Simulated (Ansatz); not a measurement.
# Ni (P6_3/mmc) in Ansatz: notebook

The runs below take Ni through phonons, elastic constants, with PBEsol.

All numbers are computed with Ansatz 0.2.0; they aren't measurements. Logs are shortened: lines on timing, memory, paths and dates and some standing lists are left out, and cuts for length are marked.

## Step 1: The crystal as given

It takes space group P6_3/mmc (No. 194, hexagonal). The conventional cell has a = 2.448 Å, b = 2.448 Å, c = 4.073 Å, α = 90.00°, β = 90.00°, γ = 120.00°. Ni (site symmetry -6m2) is surrounded by 12 Ni at 2.45 to 2.48 Å.

This isn't the form of Ni at room conditions, which is fcc.

## Step 2: Phonons, PBEsol, collinear spin, ferromagnetic start

Contents of input.yaml:

```yaml
crystal:
  lattice:
    - [2.4480228978, 0.0, 0.0]
    - [-1.2240114489, 2.1200500186, 0.0]
    - [0.0, 0.0, 4.07280757]
  atoms:
    - { symbol: Ni, position: [0.6666666667, 0.3333333333, 0.75], spin: 1.0 }
    - { symbol: Ni, position: [0.3333333333, 0.6666666667, 0.25], spin: 1.0 }
hamiltonian:
  xc: pbesol
  pseudopotentials: { kind: paw }
magnetization:
  spin_polarized: true
kpoints:
  mp_grid: { grid: [10, 10, 6] }
scf:
  occupations: { method: fermi_dirac, width: 0.05 }
phonons:
  method: dfpt
  qmesh: [2, 2, 2]
  temperatures: { t_max: 1000, t_step: 100 }
  qpath:
    path:
      - [[0.0, 0.0, 0.0], [0.5, 0.0, 0.0], [0.3333333333, 0.3333333333, 0.0], [0.0, 0.0, 0.0], [0.0, 0.0, 0.5], [0.5, 0.0, 0.5], [0.3333333333, 0.3333333333, 0.5], [0.0, 0.0, 0.5]]
      - [[0.5, 0.0, 0.5], [0.5, 0.0, 0.0]]
      - [[0.3333333333, 0.3333333333, 0.0], [0.3333333333, 0.3333333333, 0.5]]
    npoints: 8
```

Potentials or basis: Ansatz PAW.

Launch:

```sh
> ansatz run input.yaml --threads 2 --pin off --max-ram 5632MiB --backend cpu --events-out ev --progress --plain --runs-dir out
```

The log of the run:

```text
Warning: RAYON_NUM_THREADS=2 ignored (pool sized by the plan → 2); use --threads N
Engine: ansatz 0.2.0, x86_64-unknown-linux-gnu
Pseudopotentials: kind: paw
Pseudopotential: Ni, paw, valence charge 18, recommended cutoff 420 eV (normal), Ni.paw.azcp
Functional definition: PBEsol
  exchange = pbesol_x
  correlation = pbesol_c
Crystal: 2 atoms, lattice volume = 21.138 Å³
Basis set: ecut = 420 eV, 391 PW (Γ), exchange–correlation on 36×36×60 points (8 copies of the dense FFT grid, shifted against one another)
Bands: 23, of which v1, the nominal top of the filled ones, is band 18 counted from 1 (17 counted from 0)
Symmetry: 24 space group operations
Space group: P63/mmc (ITA 194), of the structure as read, at distance tolerance 2.8e-5 Å
Magnetic group: BNS 194.263 (UNI 1493), of the structure as read, at distance tolerance 2.8e-5 Å
k-points: 56 of 600
Non-local potential: Ni, projectors of the file, l = 0: 3, l = 1: 2, l = 2: 3, l = 3: 1
PAW form: soft (Blöchl's): semilocal exchange-correlation on the pseudo side does not see the compensation charge
PAW frozen core: Ni, regenerated for the run's functional, and the local potential with it (the file was generated under x = pbe(κ = 0.804, μ = 0.2195149727645171), c = pbe(β = 0.06672455060314922))
PAW one-centre angular grid: Ni, 590 points (default); XC on 64 Gauss nodes
Initial density: superposition of atomic densities (chi_scale 0.1, normalization cell)
Starting moments: Σ|m| = 2 μB on 2 of 2 sites
Initial wavefunctions: pseudopotential atomic-orbital guess
Functional: x = pbesol(κ = 0.804, μ = 0.12345679012345678), c = pbesol(β = 0.046)
SCF 1 converged in 12 iterations: F = -11609.911119 eV  dr2 = 1.90e-10
a single point of the input's cell can leave the moments in the input for a lower state (scf.lower_state_search): this run first made a single point of its cell. This run's own SCFs start from the density of the state that the single point found, with the moments in the input. The single point stayed on the moments in the input.
Initial density: read from a saved state, or passed on in memory by an earlier SCF of this step, an earlier step, the calling program or the single point that the run made first
Stability of the state it starts from, as read at its close in the collinear treatment: not read negative (Ritz values of 1 − χ₀K, real part plus size of imaginary part, from 0.78 to 0.94, by its mixing steps under the symmetry group of the SCF that read it); its run was given moments
Starting moments: Σ|m| = 2 μB on 2 of 2 sites; this step starts from the density that it was given
iter 1 solved again at ethr=4.38e-10 eV; its pass at ethr=3.10e-3 eV (dr2=1.58e-7 eV) is discarded
SCF iter   1: F=—  HF=-11609.911119 eV  |F-HF|=—  |Δ(HF+E_count)|=         —  Δρ=4.14e-7 (↑9.15e-8 ↓4.14e-7)  dr2=7.00e-12  dr2_m=8.37e-12  M=1.348 μB ∫|m|=1.506 μB  β_m=0.65  ethr=4.38e-10  ⟨swp⟩=4.5  Hψ=19808  notcnv=0
preconditioner: auto → none  [metal: Δε(μ)=0.001 eV  Ē_g=10.351 eV  σ=0.050 eV  W_gap=0.01  n_scr=2 (ndim 8)  ℏωp=36.1 eV  f_vac=0.000  D(μ)=4.00/eV (n_scr^D=66)]
SCF iter   2: F=—  HF=-11609.911119 eV  |F-HF|=—  |Δ(HF+E_count)|=  2.40e-10  Δρ=2.59e-7 (↑2.57e-7 ↓2.59e-7)  dr2=2.95e-11  dr2_m=6.26e-13  M=1.348 μB ∫|m|=1.506 μB  β_m=0.30  ethr=1.00e-12  ⟨swp⟩=2.1  Hψ=4134  notcnv=0
SCF iter   3: F=—  HF=-11609.911119 eV  |F-HF|=—  |Δ(HF+E_count)|=  3.64e-12  Δρ=1.14e-7 (↑5.23e-8 ↓1.14e-7)  dr2=1.55e-12  dr2_m=5.94e-13  M=1.348 μB ∫|m|=1.506 μB  β_m=0.36  ethr=1.00e-12  ⟨swp⟩=1.0  Hψ=2576  notcnv=0
SCF iter   4: F=—  HF=-11609.911119 eV  |F-HF|=—  |Δ(HF+E_count)|=  1.64e-11  Δρ=4.92e-8 (↑4.92e-8 ↓2.70e-8)  dr2=2.44e-13  dr2_m=1.04e-13  M=1.348 μB ∫|m|=1.506 μB  β_m=0.68  ethr=1.00e-12  ⟨swp⟩=1.0  Hψ=2576  notcnv=0
SCF iter   5: F=—  HF=-11609.911119 eV  |F-HF|=—  |Δ(HF+E_count)|=  9.09e-12  Δρ=2.09e-7 (↑1.53e-7 ↓2.09e-7)  dr2=1.53e-11  dr2_m=2.05e-13  M=1.348 μB ∫|m|=1.506 μB  β_m=0.78  ethr=1.00e-12  ⟨swp⟩=1.0  Hψ=2576  notcnv=0  recentre
SCF iter   6: F=-11609.911119 eV  HF=-11609.911119 eV  |F-HF|=0.00e0  |Δ(HF+E_count)|=  3.64e-12  Δρ=3.73e-8 (↑2.42e-8 ↓3.73e-8)  dr2=4.66e-13  dr2_m=9.24e-15  M=1.348 μB ∫|m|=1.506 μB  ethr=1.00e-12  ⟨swp⟩=3.9  Hψ=10242  notcnv=0
SCF 2 converged in 6 iterations: F = -11609.911119 eV  dr2 = 4.66e-13
NSCF: frozen V_eff on 56 k-points
WARN: eigensolver did not converge (σ=↑ k=0): 1 band(s) unlocked after 20 sweeps at ethr=1.05e-12 eV (storage-precision floor; scheduled 1.00e-12 eV) (lowest unlocked band 22, counted from 0; max residual 2.95e-5 eV among the unlocked bands, 2.95e-5 eV over every band; other slots of this pass that fall short are told together in one closing line; warning suppressed until the next SCF loop or pass starts)
WARN: eigensolver did not converge in 9 slots of this pass, the one above among them; of largest residual over every band (σ=↑ k=0): 1 band(s) unlocked (lowest unlocked band 22, counted from 0; max residual 2.95e-5 eV among the unlocked bands, 2.95e-5 eV over every band); of lowest unlocked band (σ=↑ k=0): band 22
NSCF: frozen V_eff on 124 k-points
DFPT response loops at q = (0, 0, 0) (fractional): preconditioner auto → Kerker (q_TF=auto, 2.981 Å⁻¹) (partly filled bands, converged f_vac=0.000); β = 1.00, the filter's whole step (`scf.mixing.beta` (0.30) is not read by the response loops under this deck's `scf.mixing.preconditioner`; to damp them name `kerker` or `kerker_dos`, under which they read `scf.mixing.beta`, and type it under 1.00, their step now; both keys bind the ground state too); Broyden in place of MSR1
NSCF: frozen V_eff on 248 k-points
DFPT response loops at q = (0, 0, -0.5) (fractional): mixed as the last ones told, above
NSCF: frozen V_eff on 248 k-points
DFPT response loops at q = (0, -0.5, 0) (fractional): mixed as the last ones told, above
NSCF: frozen V_eff on 248 k-points
DFPT response loops at q = (0, -0.5, -0.5) (fractional): mixed as the last ones told, above
SCF converged after 6 iterations
Magnetization: 1.3481 μB (18.6741 up, 17.3259 down)
Absolute magnetization: 1.5074 μB (∫|ρ↑−ρ↓|, with the PAW one-centre terms)
Spin contamination: 0.0116 ħ² per cell (⟨S²⟩ above its minimum at these occupations)
Per-site moments (μB) at R_I (Å): [(0.7090220378298728, 1.0098094453565998), (0.709022037829873, 1.0098094453565998)]
Free energy (F): -11609.911119 eV
Harris-Foulkes:  -11609.911119 eV  (|F-HF|=0.00e0)
Internal energy: -11609.878741 eV  (E = F + TS)
E sigma→0 (E₀):  -11609.894930 eV
Entropy (-TS):   -0.032379 eV (-16.189 meV/atom)
Fermi energy:    18.702920 eV
--- Per-component energies (eV) ---
  E_band       = -550.048957
  E_kinetic    = 565.662880
  E_local      = -6776.204923  (includes V_loc(G=0)·N_el)
  E_nonlocal   = 1272.124760
  E_hartree    = 2826.042819
  E_xc         = -169.397861
  E_vxc        = -219.244577  (∫ρ·V_xc dr)
  E_paw        = -3188.628206  (= ΣΔE_a)
  E_vpaw       = -1044.473780  (= ΣTr[D̂ρ^β])
  E_aug_tail   = 0.000972  (compensation charges beyond the density's cutoff)
  E_ewald      = -6139.873759
  E_core_change = 0.394578  (= ΣΔE_core)
  E_smearing   = -0.032379  (= −TS)
  E_closure    = -0.000000  (closes the sum)
  Σ components = -11609.911119   (vs F -11609.911119, Δ=0.00e0)
--- Band table (eV; the first three rows and the last of 112) ---
  k-point 0 ↑: bands = ["-84.7564", "-84.7207", "-45.3502", "-45.1868", "-45.1868", "-45.1553", "-45.1553", "-45.1170", "9.2882", "13.5490", "16.0492", "16.2144", "16.2144", "16.4819", "16.4819", "17.0051", "17.0051", "17.9505", "17.9505", "17.9813", "24.1777", "41.4949", "43.7394"]
  k-point 1 ↑: bands = ["-84.7540", "-84.7231", "-45.3348", "-45.1847", "-45.1847", "-45.1574", "-45.1574", "-45.1328", "9.5578", "13.4015", "15.9881", "16.1767", "16.1767", "16.4267", "16.4267", "17.1093", "17.1262", "17.1262", "17.9274", "17.9274", "25.6936", "40.9199", "41.7442"]
  k-point 2 ↑: bands = ["-84.7475", "-84.7297", "-45.2924", "-45.1790", "-45.1790", "-45.1758", "-45.1632", "-45.1632", "10.3375", "12.7280", "15.8435", "16.0408", "16.1437", "16.1437", "16.3022", "16.3022", "17.3862", "17.3862", "17.8355", "17.8355", "28.8982", "36.9140", "41.7617"]
  k-point 55 ↓: bands = ["-83.8272", "-83.8272", "-44.4918", "-44.4918", "-44.4355", "-44.4355", "-44.3289", "-44.3289", "15.2681", "15.2681", "15.8631", "15.8631", "16.3290", "16.3290", "17.5995", "17.5995", "18.8021", "18.8021", "23.5097", "23.5097", "26.9515", "26.9515", "28.6026"]
--- Phonons (Γ-DFPT): 2 representative perturbations + reference (Σ response iterations 6) ---
  ASR residual: 1.037e-4 → 0.000e0 eV/Å²; symmetrization residual: 5.251e-12 eV/Å²
  ASR residual per site (eV/Å²): 1.04e-4 1.04e-4
  Γ frequencies (cm⁻¹): 0.00 0.00 0.00 136.58 136.58 289.15
--- Phonons (arbitrary-q DFPT): 4 irreducible q on the 2×2×2 mesh ---
  q = [0.0000, 0.0000, 0.0000] (star 1, of the zone-centre solve; hermiticity 1.01e-13, symmetrization 5.82e-13): -0.00 -0.00 0.00 136.58 136.58 289.15
  q = [0.0000, 0.0000, -0.5000] (star 1, 2 solved perturbations in 180 linear systems a pass and spin channel, the states on 124 of 600 k-point pairs; hermiticity 6.63e-12, symmetrization 3.31e-12): 95.81 95.81 95.81 95.81 221.69 221.69
  q = [0.0000, -0.5000, 0.0000] (star 3, 3 solved perturbations on 124 of 600 k-point pairs; hermiticity 2.02e-13, symmetrization 6.12e-14): 152.02 159.25 213.38 229.89 272.56 293.39
  q = [0.0000, -0.5000, -0.5000] (star 3, 3 solved perturbations on 124 of 600 k-point pairs; hermiticity 1.04e-7, symmetrization 2.06e-13): 184.24 184.24 189.73 189.73 290.19 290.19
  sum rule: each row above includes the acoustic sum rule's correction from the zone centre's row sums; it moved no ω² by more than (0.69 cm⁻¹)²
  mesh force constants: q→R imaginary residual 1.02e-17; ASR residual 1.037e-4 → 0.000e0 eV/Å²; symmetrization residual 1.243e-14 eV/Å²
  interpolated dispersion: 75 rows × 6 modes
  density of states and harmonic sums: on the 30×30×16 q-mesh, interpolated from the force constants of a 2×2×2 supercell (no non-analytic term)
  largest difference from the sums on the solved wave vectors: F 5.26e-2 eV, S 8.49e-5 and C_V 3.23e-5 eV/K
  zero-point energy: 0.075128 eV/cell   skipped modes (ω ≤ 0): 3   left out of the sums: 3.47e-5 of the cell's modes: C_V's classical limit lies that fraction below 3 k_B per atom; for a crystal, a wire or a layer, F and S can be off by more, and a phonons.interpolated_qmesh denser along its periods is the remedy for the sampling
```

It took 89 s on 2 threads of Intel Xeon Platinum 8259CL at 2.50GHz (Skylake/Cascade Lake), shared host; peak memory 0.77 GiB.

Results:

```
Free energy              : -11609.9111 eV
Band gap on the k mesh   : none (metal or under the smearing width)
Net moment               : 1.35 μB per cell
Absolute moment          : 1.51 μB per cell
Site moments             : Ni +0.71 μB
Highest phonon frequency : 293 cm⁻¹
```

Levels at points of the mesh, in eV from the Fermi level:
Spin up:
```
             k point  band 16  band 17  band 18  band 19  band 20  band 21  band 22  band 23
  (0.00, 0.00, 0.00)    -1.70    -1.70    -0.75    -0.75    -0.72     5.47    22.79    25.04
 (0.00, 0.00, -0.50)    -2.51    -1.05    -1.05    -1.05    -1.05    14.05    14.05    23.51
 (0.00, -0.50, 0.00)    -0.63    -0.59    -0.51     1.13     3.07     9.28     9.81    12.40
(0.00, -0.50, -0.50)    -1.08    -0.56    -0.56     1.33     1.33     6.91     6.91    18.56
```
Spin down:
| k point | band 13 | band 14 | band 15 | band 16 | band 17 | band 18 | band 19 | band 20 | band 21 | band 22 |
| --- | --- | --- | --- | --- | --- | --- | --- | --- | --- | --- |
| (0.00, 0.00, 0.00) | -1.76 | -1.47 | -1.47 | -0.99 | -0.99 | -0.75 | 0.00 | 0.00 | 5.94 | 22.70 |
| (0.00, 0.00, -0.50) | -1.80 | -1.80 | -1.80 | -1.80 | -0.31 | -0.31 | -0.31 | -0.31 | 14.24 | 14.24 |
| (0.00, -0.50, 0.00) | -1.88 | -1.82 | -1.50 | 0.18 | 0.20 | 0.32 | 1.66 | 3.49 | 9.43 | 9.96 |
| (0.00, -0.50, -0.50) | -0.93 | -0.93 | -0.45 | -0.45 | 0.27 | 0.27 | 1.54 | 1.54 | 7.27 | 7.27 |

Phonon frequencies in cm⁻¹ (negative: imaginary):
| q point | frequencies |
| --- | --- |
| (0.000, 0.000, 0.000) | 0 0 0 137 137 289 |
| (0.000, 0.000, -0.500) | 96 96 96 96 222 222 |
| (0.000, -0.500, 0.000) | 152 159 213 230 273 293 |
| (0.000, -0.500, -0.500) | 184 184 190 190 290 290 |

Caveat: the q mesh is small, so phonon branches between its points and thermal values are rough; the PAW data sets come from PBE, with cores solved anew for the run's functional, which leaves a small shift of forces and pressure; some levels weren't fully converged.

## Step 3: Elastic constants, PBEsol, collinear spin, ferromagnetic start

Contents of input.yaml:

```yaml
crystal:
  lattice:
    - [2.4480228978, 0.0, 0.0]
    - [-1.2240114489, 2.1200500186, 0.0]
    - [0.0, 0.0, 4.07280757]
  atoms:
    - { symbol: Ni, position: [0.6666666667, 0.3333333333, 0.75], spin: 1.0 }
    - { symbol: Ni, position: [0.3333333333, 0.6666666667, 0.25], spin: 1.0 }
hamiltonian:
  xc: pbesol
  pseudopotentials: { kind: paw }
magnetization:
  spin_polarized: true
kpoints:
  mp_grid: { grid: [10, 10, 6] }
scf:
  occupations: { method: fermi_dirac, width: 0.05 }
output:
  forces: true
  stress: true
elastic:
  mode: relaxed_ion
  stencil: two_point
```

Potentials or basis: Ansatz PAW.

Launch:

```sh
> ansatz run input.yaml --threads 2 --pin off --max-ram 5632MiB --backend cpu --events-out ev --progress --plain --runs-dir out
```

Wall time 66 s (2 threads of Intel Xeon Platinum 8259CL at 2.50GHz (Skylake/Cascade Lake), shared host); peak memory 0.49 GiB.

It converged, with:

```yaml
Free_energy: -11609.9111 eV
Pressure: -3.0 GPa
Band_gap_on_the_k_mesh: none (metal or under the smearing width)
Net_moment: 1.35 μB per cell
Absolute_moment: 1.51 μB per cell
Site_moments: Ni +0.71 μB
Voigt_bulk_modulus: 214 GPa
```

Stress tensor (GPa, compression positive):
```
-1.69  0.00  0.00
 0.00 -1.69  0.00
 0.00  0.00 -5.48
```

Levels at points of the mesh, in eV from the Fermi level:
Spin up:
```tsv
k point	band 17	band 18	band 19	band 20	band 21	band 22
(0.00, 0.00, 0.00)	-1.70	-0.75	-0.75	-0.72	5.47	22.79
(0.00, 0.00, -0.50)	-1.05	-1.05	-1.05	-1.05	14.05	14.05
(0.00, -0.50, 0.00)	-0.59	-0.51	1.13	3.07	9.28	9.81
(0.00, -0.50, -0.50)	-0.56	-0.56	1.33	1.33	6.91	6.91
```
Spin down:
```
             k point  band 14  band 15  band 16  band 17  band 18  band 19  band 20  band 21
  (0.00, 0.00, 0.00)    -1.47    -1.47    -0.99    -0.99    -0.75     0.00     0.00     5.94
 (0.00, 0.00, -0.50)    -1.80    -1.80    -1.80    -0.31    -0.31    -0.31    -0.31    14.24
 (0.00, -0.50, 0.00)    -1.82    -1.50     0.18     0.20     0.32     1.66     3.49     9.43
(0.00, -0.50, -0.50)    -0.93    -0.45    -0.45     0.27     0.27     1.54     1.54     7.27
```

Elastic tensor in Voigt notation (GPa, in the Cartesian axes of the cell as first typed):
```
377 156 126   0   0   0
156 377 126   0   0   0
122 122 365   0   0   0
  0   0   0  64   0   0
  0   0   0   0  64   0
  0   0   0   0   0 111
```

Caveat: elastic constants of metals need much finer meshes, so these are rough; the PAW data sets come from PBE, with cores solved anew for the run's functional, which leaves a small shift of forces and pressure.
